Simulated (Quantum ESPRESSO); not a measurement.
A run of Quantum ESPRESSO 7.5 is set up as follows.

File pw.in:

```
&CONTROL
  calculation = 'vc-relax'
  prefix = 'pwscf'
  outdir = './tmp'
  pseudo_dir = './pseudo'
  tprnfor = .true.
  tstress = .true.
  disk_io = 'low'
  nstep = 40
  forc_conv_thr = 0.0004
  etot_conv_thr = 1d-05
/
&SYSTEM
  ibrav = 0
  nat = 2
  ntyp = 2
  ecutwfc = 63
  ecutrho = 506
  nbnd = 14
  occupations = 'smearing'
  smearing = 'fd'
  degauss = 0.00367493
/
&ELECTRONS
  conv_thr = 4d-10
  electron_maxstep = 120
  mixing_beta = 0.5
/
&IONS
  ion_dynamics = 'bfgs'
/
&CELL
  cell_dynamics = 'bfgs'
  press = 100
  press_conv_thr = 0.3
/
ATOMIC_SPECIES
Na    22.9898 na_pbe_v1.5.uspp.F.UPF
F     18.9984 f_pbe_v1.4.uspp.F.UPF
CELL_PARAMETERS angstrom
   0.0000000000    2.3200000000    2.3200000000
   2.3200000000    0.0000000000    2.3200000000
   2.3200000000    2.3200000000    0.0000000000
ATOMIC_POSITIONS crystal
Na     0.0000000000    0.0000000000    0.0000000000
F      0.5000000000    0.5000000000    0.5000000000
K_POINTS automatic
10 10 10 0 0 0
```

Potentials or basis: SSSP 1.3 efficiency PBE.

Command:

```bash
$ OMP_NUM_THREADS=1 pw.x -in pw.in > pw.out
```

What does it give for the space group after relaxing (to 0.05 Å)?

Fm-3m (No. 225).

Predict the relaxed volume.

11.22 Å³/atom.

Estimate the band gap on the k mesh.

6.88 eV, direct.

What does it give for the relaxed cell?

a = 3.166 Å, b = 3.166 Å, c = 3.166 Å, α = 60.00°, β = 60.00°, γ = 60.00°.

The path:
| step | energy change (eV) | largest force (eV/Å) | pressure (GPa) | volume (Å³) |
| --- | --- | --- | --- | --- |
| 1 | 0.0000 | 0.0000 | 2.45 | 24.97 |
| 2 | 0.0213 | 0.0000 | 4.81 | 24.03 |
| 3 | 0.0806 | 0.0000 | 9.22 | 22.65 |
| 4 | 0.0943 | 0.0000 | 10.08 | 22.42 |
| 5 | 0.0929 | 0.0000 | 10.00 | 22.44 |

A k mesh can miss the band edges.
